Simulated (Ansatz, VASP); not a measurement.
# Au: VASP beside Ansatz

```
Au
1.0
     2.97641    0.00000    0.00000
    -1.48820    2.57765    0.00000
     0.00000    0.00000    4.73153
Au
2
Direct
  0.66667 0.33333 0.75000
  0.33333 0.66667 0.25000
```

Alike in both runs: task relaxation of cell and atoms; functional PBE; k mesh 21 × 21 × 12; occupations gaussian, width 0.1 eV; no spin polarisation.

```csv
,VASP,Ansatz
version,VASP 6.6.1,Ansatz 0.2.0
potentials or method,"VASP PAW PBE potentials, release 64 (Au)","scalar-relativistic, plane waves, PAW"
plane-wave cutoff (eV),600,420
valence electrons in the cell,22,38
```

```csv
,VASP,Ansatz,Ansatz less VASP
"gap on the k mesh at the Fermi level, each at its own relaxed structure (eV)",none,none,-
relaxed volume (Å³/atom),17.97,17.99,+0.015
relaxed cell length with the largest relative difference (Å),4.891,4.897,+0.0062
energy change over the relaxation (meV/atom),-10,-10,0.0
```

A gap of «none» marks a metal or a gap that the smearing closes. The two sets of potentials don't hold the same shells in valence.

The runs have no spin-orbit coupling, so splittings on Au are missing.
